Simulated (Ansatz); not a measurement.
# HgTe (I-4m2) in Ansatz: notebook

One crystal, HgTe, is run at these levels: HSE03, HSEsol; tasks: band structure.

Program: Ansatz 0.2.0. These are calculated values, not measurements. Logs are shortened: lines on timing, memory, paths and dates and some standing lists are left out, and cuts for length are marked.

## (1) The structure

Symmetry: I-4m2, No. 119, tetragonal system. The conventional cell has a = 6.091 Å, b = 6.091 Å, c = 3.119 Å, α = 90.00°, β = 90.00°, γ = 90.00°. Hg (site symmetry -4m2) is surrounded by 2 Hg at 3.12 Å and 4 Te at 3.14 Å. Around Te (site symmetry -4m2) lie 2 Te at 3.12 Å and 4 Hg at 3.14 Å.

Measurements of this composition are mostly on another form, of space group No. 216.

## (2) Band structure, HSE03

input

```
crystal:
  lattice:
    - [-3.045603, 3.045603, 1.55941]
    - [3.045603, -3.045603, 1.55941]
    - [3.045603, 3.045603, -1.55941]
  atoms:
    - { symbol: Hg, position: [0.75, 0.25, 0.5] }
    - { symbol: Te, position: [0.0, 0.0, 0.0] }
hamiltonian:
  xc: { exchange: pbe, correlation: pbe, exx: { coeff: 0.25, omega: 0.3 } }
  pseudopotentials: { kind: paw }
kpoints:
  mp_grid: { grid: [5, 5, 5] }
  band_path:
    path:
      - [[0.0, 0.0, 0.0], [0.0, 0.0, 0.5], [-0.5, 0.5, 0.5], [0.0, 0.0, 0.0], [0.3155411497, 0.3155411497, -0.3155411497], [0.25, 0.25, 0.25], [0.0, 0.5, 0.0], [-0.3155411497, 0.6844588503, 0.3155411497], [-0.5, 0.5, 0.5]]
      - [[0.0, 0.0, 0.5], [0.25, 0.25, 0.25]]
    npoints: 4
scf:
  occupations: { method: fermi_dirac, width: 0.05 }
  n_extra_bands: 6
output:
  forces: true
  stress: true
  eigenvalues: true
  fatbands: false
```

Potentials or basis: Ansatz PAW.

What it wrote:

```text
Warning: output.stress: scf.convergence.dr2_threshold = 1e-7 eV (the SCF's general default) is looser than the 2e-10 eV advised for a printed stress (1e-10 eV for each atom of the cell: 2). What an SCF threshold leaves in a stress goes as its square root, and in the free energy as the threshold itself, and one threshold admits the most on a small cell: of the crystals measured, under no hybrid functional and no lock of the moments, on runs that ended without the residual-converged pass, on stresses that held no estimate of that error, the worst erred by over 100 MPa in a component at 1e-7 eV an atom and by under 5 at 1e-10. Set scf.convergence.dr2_threshold to 2e-10 eV or tighter. The threshold is an SCF's pass mark: one that does not reach it within its budget of iterations ends unconverged, or closes short of it on a stop that the run arms, and scf.convergence.dr2_threshold's page says what that costs each kind of run
Warning: output.stress: scf.exx.energy_threshold = 1e-6 eV is looser than the 2e-8 eV advised for a stress under a hybrid functional (1e-8 eV for each atom of the cell: 2). Every SCF of the exchange loop can meet its threshold on dr2 while the loop round them stops early: no threshold on dr2 bounds what that leaves in the stress. Set scf.exx.energy_threshold to 2e-8 eV or tighter. The threshold is the loop's pass mark: a loop that does not reach it within its budget of cycles ends unconverged, and scf.exx.energy_threshold's page has the law
scf.n_extra_bands = 6 over 18 filled bands (N_el = 36.0): the run solves 24 bands
GPUs: using 1 of 1 available (devices: 1).
Engine: ansatz 0.2.0, x86_64-unknown-linux-gnu
Pseudopotentials: kind: paw
Pseudopotential: Hg, paw, valence charge 20, recommended cutoff 420 eV (normal), Hg.paw.azcp
Pseudopotential: Te, paw, valence charge 16, recommended cutoff 420 eV (normal), Te.paw.azcp
Functional definition: unnamed
  parameter a_1 = 0.25
  parameter omega_1 = 0.3/angstrom
  exchange = pbe_x + (-a_1)*pbe_x_sr(omega_1) + a_1*exact_x_sr(omega_1)
  correlation = pbe_c
device memory: the entry about to start is reckoned to put 0.7 GiB on a device that reports 35.3 GiB free (of which the cap on the GPU budget leaves the run 18.0 GiB)
GPU FFT provider: cuFFT
GPU libraries: cuBLAS 13.8.2, cuFFT 12.4.0, cuSOLVER 12.3.4
Crystal: 2 atoms, lattice volume = 57.858 Å³
Basis set: ecut = 420 eV, 1133 PW (Γ), exchange–correlation on 64×64×64 points (8 copies of the dense FFT grid, shifted against one another)
Bands: 24, of which v1, the nominal top of the filled ones, is band 18 counted from 1 (17 counted from 0)
Symmetry: 8 space group operations
Space group: I-4m2 (ITA 119), of the structure as read, at distance tolerance 3.9e-5 Å
k-points: 18 of 125 (time reversal used)
Non-local potential: Hg, projectors of the file, l = 0: 3, l = 1: 2, l = 2: 2, l = 3: 1
Non-local potential: Te, projectors of the file, l = 0: 2, l = 1: 2, l = 2: 2, l = 3: 2
PAW form: soft (Blöchl's): semilocal exchange-correlation on the pseudo side does not see the compensation charge
PAW frozen core: Hg, regenerated for the run's functional, and the local potential with it (the file was generated under x = pbe(κ = 0.804, μ = 0.2195149727645171), c = pbe(β = 0.06672455060314922))
PAW frozen core: Te, regenerated for the run's functional, and the local potential with it (the file was generated under x = pbe(κ = 0.804, μ = 0.2195149727645171), c = pbe(β = 0.06672455060314922))
PAW one-centre angular grid: Hg, 590 points (default); XC on 64 Gauss nodes
PAW one-centre angular grid: Te, 590 points (default); XC on 64 Gauss nodes
Initial density: superposition of atomic densities (neutral atoms: chi_scale 0, normalization atom), corrected by the library's trained network
Initial wavefunctions: pseudopotential atomic-orbital guess
GPU buffer pool allocated for 32768 grid points (all kernels)
GPU transforms: local potential and band sums: pruned to the plane-wave sphere, on 32×32×32
Functional: x = pbe(κ = 0.804, μ = 0.2195149727645171), c = pbe(β = 0.06672455060314922), warm-up for x = pbe(κ = 0.804, μ = 0.2195149727645171) + 0.25 (exact − pbe) at short range (hse, ω = 0.3 Å⁻¹), c = pbe(β = 0.06672455060314922)
SCF iter   1: F=—  HF=-20793.202588 eV  |F-HF|=—  |Δ(HF+E_count)|=         —  Δρ=3.17e-3  dr2=5.00e-3  ethr=1.77e-3  ⟨swp⟩=11.7  Hψ=1962  notcnv=0
preconditioner: auto → Kerker (q_TF=auto, 2.521 Å⁻¹)  [metal: Δε(μ)=0.074 eV  Ē_g=11.759 eV  σ=0.050 eV  W_gap=0.34  n_scr=16 (ndim 8)  ℏωp=20.7 eV  f_vac=0.000  D(μ)=1.90/eV (n_scr^D=16)]
SCF iter   2: F=—  HF=-20793.201696 eV  |F-HF|=—  |Δ(HF+E_count)|=   8.92e-4  Δρ=1.30e-3  dr2=9.43e-4  ethr=1.39e-5  ⟨swp⟩=5.2  Hψ=1136  notcnv=0  defer=9
SCF iter   3: F=—  HF=-20793.201578 eV  |F-HF|=—  |Δ(HF+E_count)|=   1.18e-4  Δρ=4.06e-4  dr2=1.19e-4  ethr=2.62e-6  ⟨swp⟩=3.2  Hψ=884  notcnv=0
iter 4 solved again at ethr=1.27e-8 eV; its pass at ethr=3.32e-7 eV (dr2=4.57e-6 eV) is discarded
SCF iter   4: F=—  HF=-20793.201589 eV  |F-HF|=—  |Δ(HF+E_count)|=   1.05e-5  Δρ=7.90e-5  dr2=4.57e-6  ethr=1.27e-8  ⟨swp⟩=3.2  Hψ=1669  notcnv=0
SCF iter   5: F=—  HF=-20793.201591 eV  |F-HF|=—  |Δ(HF+E_count)|=   2.79e-6  Δρ=2.59e-5  dr2=5.36e-7  ethr=1.27e-8  ⟨swp⟩=3.0  Hψ=826  notcnv=0
SCF iter   6: F=—  HF=-20793.201592 eV  |F-HF|=—  |Δ(HF+E_count)|=   3.32e-7  Δρ=8.28e-6  dr2=4.07e-8  ethr=1.49e-9  ⟨swp⟩=3.0  Hψ=914  notcnv=0
[... 17 lines left out ...]
SCF iter   2: F=—  HF=-20800.779083 eV  |F-HF|=—  |Δ(HF+E_count)|=   6.72e-3  Δρ=3.53e-3  dr2=4.73e-3  ethr=5.98e-5  ⟨swp⟩=3.0  Hψ=832  notcnv=0
SCF iter   3: F=—  HF=-20800.783418 eV  |F-HF|=—  |Δ(HF+E_count)|=   4.34e-3  Δρ=1.26e-3  dr2=6.04e-4  ethr=1.16e-5  ⟨swp⟩=3.7  Hψ=954  notcnv=0
SCF iter   4: F=—  HF=-20800.783304 eV  |F-HF|=—  |Δ(HF+E_count)|=   1.14e-4  Δρ=4.04e-4  dr2=1.75e-4  ethr=1.55e-6  ⟨swp⟩=3.1  Hψ=862  notcnv=0
SCF iter   5: F=—  HF=-20800.783281 eV  |F-HF|=—  |Δ(HF+E_count)|=   2.32e-5  Δρ=9.07e-5  dr2=2.46e-5  ethr=3.52e-7  ⟨swp⟩=2.5  Hψ=770  notcnv=0
SCF iter   6: F=—  HF=-20800.783389 eV  |F-HF|=—  |Δ(HF+E_count)|=   1.08e-4  Δρ=1.07e-4  dr2=1.52e-5  ethr=2.80e-8  ⟨swp⟩=4.2  Hψ=1234  notcnv=0
SCF iter   7: F=-20800.783384 eV  HF=-20800.783384 eV  |F-HF|=1.22e-7  |Δ(HF+E_count)|=   4.85e-6  Δρ=1.98e-5  dr2=8.09e-7  ethr=2.80e-8  ⟨swp⟩=3.0  Hψ=888  notcnv=0
SCF 2 stopped early in 7 iterations: F = -20800.783384 eV  dr2 = 8.09e-7
hybrid outer 1: dexx = +6.395e-3 eV, tail = 5.93e-5 eV
GPU FFT provider: cuFFT
GPU libraries: cuBLAS 13.8.2, cuFFT 12.4.0, cuSOLVER 12.3.4
GPU buffer pool allocated for 32768 grid points (all kernels)
GPU transforms: local potential and band sums: pruned to the plane-wave sphere, on 32×32×32
Exchange kernel: α = 0.2500, screened, ω = 0.3000 Å⁻¹, Wigner–Seitz truncation, v(0) = 502.5805 eV·Å³, q-mesh 5×5×5, nearest image of the exchange supercell L = 15.59 Å, pair-density grid 20×20×20, without the augmentation charges, whose exchange is taken in its separable form by FFT convolution over the k-point mesh (sized by the pseudopotential files, 20×30×30 at the most), smooth part of the exact exchange by density-matrix convolution in up to 3.17 GiB of GPU memory as planned if the GPU has room (build and FFT work areas not counted)
Frozen-core exchange: fock
SCF iter   1: F=—  HF=-20800.783481 eV  |F-HF|=—  |Δ(HF+E_count)|=         —  Δρ=5.42e-5  dr2=9.24e-7  ethr=8.24e-7  ⟨swp⟩=4.1  Hψ=970  notcnv=0
preconditioner: auto → Kerker (q_TF=auto, 2.521 Å⁻¹)  [metal: Δε(μ)=0.089 eV  Ē_g=13.134 eV  σ=0.050 eV  W_gap=0.40  n_scr=16 (ndim 8)  ℏωp=20.7 eV  f_vac=0.000  D(μ)=1.80/eV (n_scr^D=16)]
SCF iter   2: F=—  HF=-20800.783481 eV  |F-HF|=—  |Δ(HF+E_count)|=   1.69e-7  Δρ=1.76e-5  dr2=1.97e-7  ethr=2.49e-9  ⟨swp⟩=3.3  Hψ=1046  notcnv=0
SCF iter   3: F=—  HF=-20800.783481 eV  |F-HF|=—  |Δ(HF+E_count)|=   4.72e-8  Δρ=4.93e-6  dr2=2.71e-8  ethr=4.73e-10  ⟨swp⟩=3.1  Hψ=874  notcnv=0
SCF iter   4: F=-20800.783481 eV  HF=-20800.783481 eV  |F-HF|=8.23e-9  |Δ(HF+E_count)|=   1.32e-7  Δρ=3.19e-6  dr2=1.25e-8  ethr=3.26e-11  ⟨swp⟩=5.1  Hψ=1411  notcnv=0  defer=2
SCF 3 converged in 4 iterations: F = -20800.783481 eV  dr2 = 1.25e-8
  Residual-converged pass: ⟨swp⟩=2.4  Hψ=762  notcnv=0  max |occ|·‖R‖ = 2.4e-6 eV (tolerance 2.4e-6 eV)  dr2=1.24e-8  dr2_onsite=2.37e-10  max |Δocc| = 8.4e-14
hybrid outer 2: dexx = +2.977e-7 eV, tail = 4.05e-8 eV, Δε = 2.51e-3 eV (about 9.97e-5 eV left of the loop's levels)
device memory: the entry about to start is reckoned to put 0.5 GiB on a device that reports 64.7 GiB free (of which the cap on the GPU budget leaves the run 18.0 GiB)
NSCF: frozen V_eff on 38 k-points, pencils in batches of 32, up to order 108
hybrid SCF converged: 2 outer / 11 inner (+8 warm-up), last move |dexx| = 2.98e-7 eV, tail = 4.05e-8 eV
Stability not checked: this state was not tested for a lower state beside it, because the functional holds exact exchange (a hybrid, or Hartree-Fock), whose exchange loop this test does not read (fock_operator; see scf.lower_state_search)
Free energy (F): -20800.783481 eV
Frozen-core exchange: fock
Harris-Foulkes:  -20800.783481 eV  (|F-HF|=8.23e-9)
Internal energy: -20800.769596 eV  (E = F + TS)
E sigma→0 (E₀):  -20800.776539 eV
Entropy (-TS):   -0.013885 eV (-6.943 meV/atom)
Fermi energy:    10.668772 eV
--- Per-component energies (eV) ---
  E_band       = -763.582608
  E_kinetic    = 782.845758
  E_local      = -3995.533774  (includes V_loc(G=0)·N_el)
  E_nonlocal   = -236.730009
  E_hartree    = 1977.793562
  E_xc         = -279.538205
  E_vxc        = -294.217825  (∫ρ·V_xc dr)
  E_exx        = -116.209842  (= α·E_x^exact, valence–valence)
  E_paw        = -14562.872463  (= ΣΔE_a)
  E_vpaw       = -743.111390  (= ΣTr[D̂ρ^β])
  E_aug_tail   = 0.000751  (compensation charges beyond the density's cutoff)
  E_ewald      = -4368.503501
  E_core_change = -2.021873  (= ΣΔE_core)
  E_smearing   = -0.013885  (= −TS)
  E_closure    = 0.000000  (closes the sum)
  Σ components = -20800.783481   (vs F -20800.783481, Δ=-3.64e-12)
--- Forces (eV/Å), atoms counted from 1 ---
  atom   1  Hg     0.00000000     0.00000000     0.00000000
  atom   2  Te     0.00000000     0.00000000    -0.00000000
  max |Σ_I F_I| component: 3.47e-18 eV/Å
--- Stress (GPa, compression-positive) ---
       -2.881087       0.000000       0.000000
        0.000000      -2.881087       0.000000
        0.000000       0.000000       2.114688
  P = ⅓ Tr σ = -1.2158 GPa (-12.158 kbar)
--- Band table (eV; the first three rows and the last of 18) ---
  k-point 0: bands = ["-108.6395", "-55.8269", "-55.8078", "-55.8078", "-28.7408", "-28.6515", "-28.6515", "-28.5806", "-28.5781", "-2.8123", "2.2351", "2.9606", "3.0172", "3.4521", "3.4521", "7.3524", "8.1030", "8.1030", "14.7220", "15.8068", "18.3707", "18.3707", "20.6908", "21.7117"]
  k-point 1: bands = ["-108.6396", "-55.8269", "-55.8078", "-55.8077", "-28.7408", "-28.6515", "-28.6513", "-28.5807", "-28.5779", "-2.6365", "2.2301", "2.9025", "2.9678", "3.4530", "3.4719", "5.4458", "8.5658", "10.0677", "14.5880", "15.7086", "16.6228", "17.8087", "20.6032", "22.9022"]
  k-point 2: bands = ["-108.6395", "-55.8269", "-55.8079", "-55.8076", "-28.7408", "-28.6516", "-28.6510", "-28.5806", "-28.5776", "-2.3020", "2.2196", "2.7408", "2.8606", "3.4677", "3.4982", "4.1207", "9.5013", "11.9442", "13.8668", "14.2097", "14.8395", "20.1213", "20.5839", "21.9962"]
  k-point 17: bands = ["-108.6395", "-55.8269", "-55.8075", "-55.8075", "-28.7407", "-28.6511", "-28.6511", "-28.5809", "-28.5771", "-2.1678", "2.2042", "3.1911", "3.2817", "3.4817", "3.5086", "5.2203", "6.2697", "7.9314", "14.3481", "18.1032", "18.9408", "19.0045", "22.9631", "23.9281"]
```

Run time: 46 s. Hardware: 1 × NVIDIA H100 80GB HBM3 with 2 threads of AMD EPYC 7R13 (Zen 3), shared host; peak memory 2.6 GiB.

Results:

* Free energy: -20800.7835 eV
* Pressure: -1.2 GPa
* Band gap on the k mesh: none (metal or under the smearing width)

Levels at the corners of the path, in eV from the Fermi level:
| point | band 14 | band 15 | band 16 | band 17 | band 18 | band 19 | band 20 | band 21 | band 22 | band 23 |
| --- | --- | --- | --- | --- | --- | --- | --- | --- | --- | --- |
| Γ | -7.22 | -7.22 | -3.32 | -2.57 | -2.57 | 4.05 | 5.14 | 7.70 | 7.70 | 10.02 |
| X | -7.19 | -7.17 | -6.70 | -0.96 | 1.97 | 2.45 | 3.35 | 4.00 | 9.69 | 11.21 |
| M | -7.19 | -7.10 | -4.59 | -4.59 | -4.42 | 3.66 | 8.05 | 8.89 | 8.89 | 13.06 |
| Γ | -7.22 | -7.22 | -3.32 | -2.57 | -2.57 | 4.05 | 5.14 | 7.70 | 7.70 | 10.02 |
| Z | -7.41 | -6.97 | -3.99 | -2.28 | -2.28 | -1.82 | 4.70 | 6.32 | 6.32 | 10.11 |
| P | -7.46 | -7.18 | -4.90 | -2.91 | -1.80 | 2.79 | 3.62 | 6.07 | 6.71 | 8.47 |
| N | -7.44 | -7.07 | -4.95 | -1.95 | -1.11 | 0.25 | 3.81 | 4.32 | 6.60 | 8.91 |
| Z1 | -7.41 | -6.97 | -3.99 | -2.28 | -2.28 | -1.82 | 4.70 | 6.32 | 6.32 | 10.11 |
| M | -7.19 | -7.10 | -4.59 | -4.59 | -4.42 | 3.66 | 8.05 | 8.89 | 8.89 | 13.06 |
| X | -7.19 | -7.17 | -6.70 | -0.96 | 1.97 | 2.45 | 3.35 | 4.00 | 9.69 | 11.21 |
| P | -7.46 | -7.18 | -4.90 | -2.91 | -1.80 | 2.79 | 3.62 | 6.07 | 6.71 | 8.47 |

Caveat: the k mesh is coarse (spacing up to 0.45 Å⁻¹), so the values aren't converged, least of all with exact exchange; spin-orbit coupling is left out, which moves the levels of the heavy elements; the PAW data sets come from PBE, with cores solved anew for the run's functional, which leaves a small shift of forces and pressure; the thresholds are loose for stress.

## (3) Band structure, HSEsol

Changes to input since step 2:

```diff
@@ -9,3 +9,6 @@
 hamiltonian:
-  xc: { exchange: pbe, correlation: pbe, exx: { coeff: 0.25, omega: 0.3 } }
+  xc:
+    exchange: hjs_pbesol
+    correlation: pbesol
+    exx: { coeff: 0.25, omega: 0.207 }
   pseudopotentials: { kind: paw }
@@ -26 +29,5 @@
   fatbands: false
+  write_density: true
+  write_potential: true
+  elf: true
+  volumetric_format: npy
```

Potentials or basis: Ansatz PAW.

Run time: 53 s. Hardware: 1 × NVIDIA H100 80GB HBM3 with 2 threads of AMD EPYC 7R13 (Zen 3), shared host; peak memory 2.6 GiB.

It converged, with:

```yaml
Free_energy: -20635.4227 eV
Pressure: -3.6 GPa
Band_gap_on_the_k_mesh: none (metal or under the smearing width)
```

Stress tensor (GPa, compression positive):
```
-5.21  0.00  0.00
 0.00 -5.21  0.00
 0.00  0.00 -0.35
```

Levels at the corners of the path, in eV from the Fermi level:
```tsv
point	band 15	band 16	band 17	band 18	band 19	band 20	band 21	band 22
Γ	-7.34	-3.44	-2.66	-2.66	4.18	5.21	7.80	7.80
X	-7.28	-6.88	-1.01	2.03	2.47	3.40	4.08	9.84
M	-7.23	-4.75	-4.75	-4.58	3.75	8.16	8.99	8.99
Γ	-7.34	-3.44	-2.66	-2.66	4.18	5.21	7.80	7.80
Z	-7.09	-4.11	-2.37	-2.37	-1.91	4.77	6.43	6.43
P	-7.31	-5.03	-3.01	-1.89	2.89	3.69	6.15	6.78
N	-7.20	-5.08	-2.03	-1.17	0.25	3.89	4.39	6.69
Z1	-7.09	-4.11	-2.37	-2.37	-1.91	4.77	6.43	6.43
M	-7.23	-4.75	-4.75	-4.58	3.75	8.16	8.99	8.99
X	-7.28	-6.88	-1.01	2.03	2.47	3.40	4.08	9.84
P	-7.31	-5.03	-3.01	-1.89	2.89	3.69	6.15	6.78
```

Caveat: the k mesh is coarse (spacing up to 0.45 Å⁻¹), so the values aren't converged, least of all with exact exchange; spin-orbit coupling is left out, which moves the levels of the heavy elements; the PAW data sets come from PBE, with cores solved anew for the run's functional, which leaves a small shift of forces and pressure; the thresholds are loose for stress.
